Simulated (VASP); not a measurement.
# InAs (F-43m) in VASP: band structure with PBE

Aim: the band structure of InAs with PBE.

Everything below comes from runs of VASP 6.6.1. Logs are shortened: lines on timing, memory, paths and dates and some standing lists are left out, and cuts for length are marked.

**Measured values to compare with.**

A printed reference work, data compilation reports, for a bulk crystal of InAs at 4.2 K: band gap 0.418 eV (direct).

The runs below are set against these values where they give the same quantity.

### Step 1. Starting point

It takes space group F-43m (No. 216, cubic). The conventional cell has a = 6.188 Å, b = 6.188 Å, c = 6.188 Å, α = 90.00°, β = 90.00°, γ = 90.00°. In (site symmetry -43m) has 4 As at 2.68 Å as nearest neighbours. Around As (site symmetry -43m) lie 4 In at 2.68 Å.

### Step 2. Band structure, PBE

Input file POSCAR:

```
InAs                                    
1.0
    0.0000000000      3.0939962193      3.0939962193
    3.0939962193      0.0000000000      3.0939962193
    3.0939962193      3.0939962193      0.0000000000
  In              As            
     1     1
Direct
     0.0000000000000000    0.0000000000000000    0.0000000000000000
     0.2500000000000000    0.2500000000000000    0.2500000000000000
```

Input file INCAR.step1:

```
SYSTEM = InAs
PREC = Accurate
ENCUT = 520
EDIFF = 1E-7
ISMEAR = 0
SIGMA = 0.02
LREAL = .FALSE.
LASPH = .TRUE.
NELM = 80
ALGO = Normal
ISIF = 2
LWAVE = .FALSE.
LCHARG = .TRUE.
GGA = PE
NBANDS = 16
```

Input file KPOINTS.step1:

```
Automatic mesh
0
G
  12 12 12
  0 0 0
```

Input file INCAR.step2:

```
SYSTEM = InAs
PREC = Accurate
ENCUT = 520
EDIFF = 1E-7
ISMEAR = 0
SIGMA = 0.05
LREAL = .FALSE.
LASPH = .TRUE.
NELM = 80
ALGO = Normal
ISIF = 2
LWAVE = .FALSE.
LCHARG = .FALSE.
GGA = PE
NBANDS = 16
ICHARG = 11
```

Input file KPOINTS.step2:

```
path GXWKGLUWLK,UX
20
line-mode
reciprocal
 0.0000000000  0.0000000000  0.0000000000  G
 0.5000000000  0.0000000000  0.5000000000  X

 0.5000000000  0.0000000000  0.5000000000  X
 0.5000000000  0.2500000000  0.7500000000  W

 0.5000000000  0.2500000000  0.7500000000  W
 0.3750000000  0.3750000000  0.7500000000  K

 0.3750000000  0.3750000000  0.7500000000  K
 0.0000000000  0.0000000000  0.0000000000  G

 0.0000000000  0.0000000000  0.0000000000  G
 0.5000000000  0.5000000000  0.5000000000  L

 0.5000000000  0.5000000000  0.5000000000  L
 0.6250000000  0.2500000000  0.6250000000  U

 0.6250000000  0.2500000000  0.6250000000  U
 0.5000000000  0.2500000000  0.7500000000  W

 0.5000000000  0.2500000000  0.7500000000  W
 0.5000000000  0.5000000000  0.5000000000  L

 0.5000000000  0.5000000000  0.5000000000  L
 0.3750000000  0.3750000000  0.7500000000  K

 0.6250000000  0.2500000000  0.6250000000  U
 0.5000000000  0.0000000000  0.5000000000  X
```

Potentials or basis: VASP PAW PBE potentials, release 64 (In_d, As).

Started as:

```
cat potpaw_PBE.64/In_d/POTCAR potpaw_PBE.64/As/POTCAR > POTCAR
cp INCAR.step1 INCAR
cp KPOINTS.step1 KPOINTS
mpirun -np 1 vasp_std > vasp.out
cp INCAR.step2 INCAR
cp KPOINTS.step2 KPOINTS
mpirun -np 1 vasp_std > vasp.out
```

OUTCAR:

```text
SYSTEM = InAs
   PREC = Accurate
   ENCUT = 520
   EDIFF = 1E-7
   ISMEAR = 0
   LREAL = .FALSE.
   LASPH = .TRUE.
   NELM = 80
   ISIF = 2
   GGA = PE
   ICHARG = 11

 ion  position               nearest neighbor table
   1  0.000  0.000  0.000-   2 2.68   2 2.68   2 2.68   2 2.68
   2  0.250  0.250  0.250-   1 2.68   1 2.68   1 2.68   1 2.68

  LATTYP: Found a face centered cubic cell.
 ALAT       =     6.1879924386

  Lattice vectors:

 A1 = (   0.0000000000,   3.0939962193,   3.0939962193)
 A2 = (   3.0939962193,   0.0000000000,   3.0939962193)
 A3 = (   3.0939962193,   3.0939962193,   0.0000000000)

Analysis of symmetry for initial positions (statically):
=====================================================================
 Subroutine PRICEL returns:
 Original cell was already a primitive cell.

 Routine SETGRP: Setting up the symmetry group for a
 face centered cubic supercell.

 Subroutine GETGRP returns: Found 24 space group operations
 (whereof 24 operations were pure point group operations)
 out of a pool of 48 trial point group operations.

The static configuration has the point symmetry T_d .

Analysis of symmetry for dynamics (positions and initial velocities):
=====================================================================
 Subroutine PRICEL returns:
 Original cell was already a primitive cell.

 Routine SETGRP: Setting up the symmetry group for a
 face centered cubic supercell.

 Subroutine GETGRP returns: Found 24 space group operations
 (whereof 24 operations were pure point group operations)
 out of a pool of 48 trial point group operations.

The dynamic configuration has the point symmetry T_d .

 Subroutine INISYM returns: Found 24 space group operations
 (whereof 24 operations are pure point group operations),
 and found     1 'primitive' translations

----------------------------------------------------------------------------------------

                                     Primitive cell

  volume of cell :      59.2365

  direct lattice vectors                    reciprocal lattice vectors
     0.000000000  3.093996219  3.093996219    -0.161603300  0.161603300  0.161603300
     3.093996219  0.000000000  3.093996219     0.161603300 -0.161603300  0.161603300
     3.093996219  3.093996219  0.000000000     0.161603300  0.161603300 -0.161603300

  length of vectors
     4.375571415  4.375571415  4.375571415     0.279905127  0.279905127  0.279905127

  position of ions in fractional coordinates (direct lattice)
     0.000000000  0.000000000  0.000000000
     0.250000000  0.250000000  0.250000000

  ion indices of the primitive-cell ions
   primitive index   ion index
                 1           1
                 2           2

----------------------------------------------------------------------------------------

 KPOINTS: path GXWKGLUWLK,UX

Interpolating k-points between supplied coordinates.

 Line segments in fractional coordinates (reciprocal lattice):
    0.000000  0.000000  0.000000  ...  0.500000  0.000000  0.500000
    0.500000  0.000000  0.500000  ...  0.500000  0.250000  0.750000
    0.500000  0.250000  0.750000  ...  0.375000  0.375000  0.750000
    0.375000  0.375000  0.750000  ...  0.000000  0.000000  0.000000
    0.000000  0.000000  0.000000  ...  0.500000  0.500000  0.500000
    0.500000  0.500000  0.500000  ...  0.625000  0.250000  0.625000
    0.625000  0.250000  0.625000  ...  0.500000  0.250000  0.750000
    0.500000  0.250000  0.750000  ...  0.500000  0.500000  0.500000
    0.500000  0.500000  0.500000  ...  0.375000  0.375000  0.750000
    0.625000  0.250000  0.625000  ...  0.500000  0.000000  0.500000

 Generated    20 points on each line segment, for a total of    200 k-points:

 Following reciprocal coordinates:
            Coordinates               Weight
  0.000000  0.000000  0.000000      0.005000
  0.026316  0.000000  0.026316      0.005000
  0.052632  0.000000  0.052632      0.005000
  0.078947  0.000000  0.078947      0.005000
  0.105263  0.000000  0.105263      0.005000
  0.131579  0.000000  0.131579      0.005000
[... 16 lines left out ...]
  0.500000  0.026316  0.526316      0.005000
  0.500000  0.039474  0.539474      0.005000
 [... further k-points ...]
   k-points           NKPTS =    200   k-points in BZ     NKDIM =    200   number of bands    NBANDS=     16
   number of dos      NEDOS =    301   number of ions     NIONS =      2
   total plane-waves  NPLWV =  46656
   dimension x,y,z NGX =    36 NGY =   36 NGZ =   36
   dimension x,y,z NGXF=    72 NGYF=   72 NGZF=   72
   ions per type =               1   1
   NGX,Y,Z   is equivalent  to a cutoff of  13.68, 13.68, 13.68 a.u.
   NGXF,Y,Z  is equivalent  to a cutoff of  27.36, 27.36, 27.36 a.u.
 SYSTEM =  InAs
   PREC   = accura    normal or accurate (medium, high low for compatibility)
   ISTART =      0    job   : 0-new  1-cont  2-samecut
   ICHARG =     11    charge: 1-file 2-atom 10-const
   ISPIN  =      1    spin polarized calculation?
   LNONCOLLINEAR =      F non collinear calculations
   LSORBIT =      F    spin-orbit coupling
   LASPH  =      T    aspherical Exc in radial PAW
   ENCUT  =  520.0 eV  38.22 Ry    6.18 a.u.   8.14  8.14  8.14*2*pi/ulx,y,z
   NELM   =     80;   NELMIN=  2; NELMDL=  0     # of ELM steps
   EDIFF  = 0.1E-06   stopping-criterion for ELM
   LREAL  =      F    real-space projection
   EDIFFG = 0.1E-05   stopping-criterion for IOM
   NSW    =      0    number of steps for IOM
   IBRION =     -1    ionic relax: 0-MD 1-quasi-New 2-CG
   NFREE  =      0    steps in history (QN), initial steepest desc. (CG)
   ISIF   =      2    stress and relaxation
   ISYM   =      2    0-nonsym 1-usesym 2-fastsym
   POTIM  = 0.5000    time-step for ionic-motion
   TEBEG  =    0.0;   TEEND  =   0.0 temperature during run
   PSTRESS=    0.0 pullay stress
   NELECT =      18.0000    total number of electrons
   NUPDOWN=      -1.0000    fix difference up-down
   EMIN   =  10.00;   EMAX   =-10.00  energy-range for DOS
   EFERMI =   0.00;   METHOD = LEGACY
   ISMEAR =     0;   SIGMA  =   0.05  broadening in eV -4-tet -1-fermi 0-gaus
   EFERMI_NEDOS =   21; number of points for ismear=-14 and -15
   IALGO  =     38    algorithm
   IMIX   =      4    mixing-type and parameters
     AMIX     =   0.40;   BMIX     =  1.00
     AMIX_MAG =   1.60;   BMIX_MAG =  1.00
  volume/ion in A,a.u.               =      29.62       199.87
  Fermi-wavevector in a.u.,A,eV,Ry     =   1.100616  2.079863 16.481498  1.211356
  Thomas-Fermi vector in A             =   2.237030
   LORBIT       =      0    0 simple, 1 ext, 2 COOP (PROOUT), +10 PAW based schemes
   GGA     = PE    functional components
   LHFCALC =     F    Hartree Fock is set to
   AEXX    =    0.0000 exact exchange contribution
   IVDW    =     0    specifies the selected vdW correction
   LEPSILON=     F    determine dielectric tensor
   LRPA    =     F    only Hartree local field effects (RPA)
 non-spin polarized calculation
 Gauss-broadening in eV      SIGMA  =   0.05
  energy-cutoff  :      520.00
  volume of cell :       59.24
 maximum number of plane-waves:      1639
 NGX is ok and might be reduce to    36

 number of electron      17.9999997 magnetization

 Free energy of the ion-electron system (eV)
  ---------------------------------------------------
  ext. energy  EPLUGINS =         0.00000000
  ---------------------------------------------------
  free energy    TOTEN  =        -7.90107638 eV

  energy without entropy =       -7.89954578  energy(sigma->0) =       -7.90031108

 E-fermi :   3.8604     XC(G=0):  -8.7931

 val. band max:        3.8341387233   @ k =   0.0000   0.0000   0.0000
 cond. band min:       3.9669830280   @ k =   0.0263   0.0263   0.0263
 fundamental gap:      0.1328443047
 Fermi energy:         3.8603620971

 k-point     1 :       0.0000    0.0000    0.0000
  band No.  band energies     occupation
      1     -10.4325      2.00000
      2     -10.4325      2.00000
      3     -10.4325      2.00000
      4     -10.3313      2.00000
      5     -10.3313      2.00000
      6      -7.6032      2.00000
[... 8 lines left out ...]
     15      13.3373      0.00000
     16      13.3373      0.00000

 k-point     2 :       0.0263    0.0000    0.0263
  band No.  band energies     occupation
      1     -10.4336      2.00000
      2     -10.4320      2.00000
      3     -10.4320      2.00000
      4     -10.3315      2.00000
      5     -10.3312      2.00000
      6      -7.5946      2.00000
[... 8 lines left out ...]
     15      13.1095      0.00000
     16      13.3448      0.00000

 k-point     3 :       0.0526    0.0000    0.0526
  band No.  band energies     occupation
      1     -10.4371      2.00000
      2     -10.4308      2.00000
      3     -10.4308      2.00000
      4     -10.3319      2.00000
      5     -10.3308      2.00000
      6      -7.5691      2.00000
[... 8 lines left out ...]
     15      12.6833      0.00000
     16      13.3671      0.00000

 k-point     4 :       0.0789    0.0000    0.0789
  band No.  band energies     occupation
      1     -10.4426      2.00000
      2     -10.4287      2.00000
      3     -10.4287      2.00000
      4     -10.3326      2.00000
      5     -10.3302      2.00000
      6      -7.5268      2.00000
[... 8 lines left out ...]
     15      12.2388      0.00000
     16      13.4044      0.00000
[... 324 lines left out ...]
 k-point    22 :       0.5000    0.0132    0.5132
  band No.  band energies     occupation
      1     -10.5737      2.00000
      2     -10.3694      2.00000
      3     -10.3693      2.00000
      4     -10.3595      2.00000
      5     -10.3134      2.00000
      6      -5.8686      2.00000
[... 8 lines left out ...]
     15      15.1674      0.00000
     16      15.4376      0.00000

 k-point    23 :       0.5000    0.0263    0.5263
  band No.  band energies     occupation
      1     -10.5734      2.00000
      2     -10.3698      2.00000
      3     -10.3695      2.00000
      4     -10.3591      2.00000
      5     -10.3135      2.00000
      6      -5.8679      2.00000
[... 8 lines left out ...]
     15      15.1548      0.00000
     16      15.3805      0.00000

 k-point    24 :       0.5000    0.0395    0.5395
  band No.  band energies     occupation
      1     -10.5728      2.00000
      2     -10.3706      2.00000
      3     -10.3697      2.00000
      4     -10.3586      2.00000
      5     -10.3138      2.00000
      6      -5.8667      2.00000
[... 8 lines left out ...]
     15      15.1347      0.00000
     16      15.3479      0.00000

 [... further k-points ...]

------------------------ aborting loop because EDIFF is reached ----------------------------------------

  FORCE on cell =-STRESS in cart. coord.  units (eV):
  Direction    XX          YY          ZZ          XY          YZ          ZX
  --------------------------------------------------------------------------------------
  -------------------------------------------------------------------------------------
  Total       -0.1224270     -0.1224270     -0.1224270     -0.0000000      0.0000000      0.0000000
  in kB       -3.3112993     -3.3112993     -3.3112993     -0.0000000      0.0000000      0.0000000
  external PRESSURE =      -3.3112993 kB  Pullay stress =       0.0000000 kB

 VOLUME and BASIS-vectors are now :
 -----------------------------------------------------------------------------
  energy-cutoff  :      520.00
  volume of cell :       59.24
      direct lattice vectors                 reciprocal lattice vectors
     0.000000000  3.093996219  3.093996219    -0.161603300  0.161603300  0.161603300
     3.093996219  0.000000000  3.093996219     0.161603300 -0.161603300  0.161603300
     3.093996219  3.093996219  0.000000000     0.161603300  0.161603300 -0.161603300

 POSITION                                       TOTAL-FORCE (eV/Angst)
 -----------------------------------------------------------------------------------
      0.00000      0.00000      0.00000         0.000000      0.000000      0.000000
      1.54700      1.54700      1.54700        -0.000000     -0.000000     -0.000000
 -----------------------------------------------------------------------------------
    total drift:                               -0.000000     -0.000000     -0.000000

  FREE ENERGIE OF THE ION-ELECTRON SYSTEM (eV)
  ---------------------------------------------------
  free  energy   TOTEN  =        -7.9010763790 eV

  energy  without entropy=       -7.8995457822  energy(sigma->0) =       -7.90031108
```

Wall time 96 s (1 thread of Intel Xeon 6975P-C (Granite Rapids), shared host); peak memory 0.34 GiB.

Results:

| Quantity | Value |
| --- | --- |
| Band gap along the path | none (metal or under the smearing width) |

Levels at the corners of the path, in eV from the Fermi level:
| point | band 6 | band 7 | band 8 | band 9 | band 10 | band 11 | band 12 | band 13 |
| --- | --- | --- | --- | --- | --- | --- | --- | --- |
| Γ | -11.44 | -0.55 | -0.01 | -0.01 | -0.01 | 3.87 | 3.87 | 3.87 |
| X | -9.71 | -5.56 | -2.11 | -2.11 | 1.65 | 2.03 | 8.75 | 8.79 |
| X | -9.71 | -5.56 | -2.11 | -2.11 | 1.65 | 2.03 | 8.75 | 8.79 |
| W | -9.67 | -5.43 | -2.68 | -2.58 | 3.91 | 4.26 | 4.80 | 6.04 |
| W | -9.67 | -5.43 | -2.68 | -2.58 | 3.91 | 4.26 | 4.80 | 6.04 |
| K | -9.73 | -5.44 | -2.96 | -1.76 | 2.12 | 4.10 | 7.01 | 7.15 |
| K | -9.73 | -5.44 | -2.96 | -1.76 | 2.12 | 4.10 | 7.01 | 7.15 |
| Γ | -11.44 | -0.55 | -0.01 | -0.01 | -0.01 | 3.87 | 3.87 | 3.87 |
| Γ | -11.44 | -0.55 | -0.01 | -0.01 | -0.01 | 3.87 | 3.87 | 3.87 |
| L | -10.18 | -5.44 | -0.90 | -0.90 | 0.80 | 4.63 | 4.63 | 6.75 |
| L | -10.18 | -5.44 | -0.90 | -0.90 | 0.80 | 4.63 | 4.63 | 6.75 |
| U | -9.73 | -5.44 | -2.96 | -1.76 | 2.12 | 4.10 | 7.01 | 7.15 |
| U | -9.73 | -5.44 | -2.96 | -1.76 | 2.12 | 4.10 | 7.01 | 7.15 |
| W | -9.67 | -5.43 | -2.68 | -2.58 | 3.91 | 4.26 | 4.80 | 6.04 |
| W | -9.67 | -5.43 | -2.68 | -2.58 | 3.91 | 4.26 | 4.80 | 6.04 |
| L | -10.18 | -5.44 | -0.90 | -0.90 | 0.80 | 4.63 | 4.63 | 6.75 |
| L | -10.18 | -5.44 | -0.90 | -0.90 | 0.80 | 4.63 | 4.63 | 6.75 |
| K | -9.73 | -5.44 | -2.96 | -1.76 | 2.12 | 4.10 | 7.01 | 7.15 |
| U | -9.73 | -5.44 | -2.96 | -1.76 | 2.12 | 4.10 | 7.01 | 7.15 |
| X | -9.71 | -5.56 | -2.11 | -2.11 | 1.65 | 2.03 | 8.75 | 8.79 |

Caveat: the log is that of the step along the path at fixed density, whose energy, stress, charges and moments have no meaning; spin-orbit coupling is left out, which moves the levels of the heavy elements; this crystal is a semiconductor, whose small gap the functional closes, so the metal is an error of the method.

### Step 3. How close it comes

Step 2. Against the measured gap of InAs, 0.418 eV (direct; 4.2 K; a printed reference work, data compilation), the calculated 0.00 eV is off by -0.42 eV. Spin-orbit coupling on As, In is left out. The value is that of PBE, without temperature or zero-point motion. Semilocal functionals fall short of measured gaps as a rule.
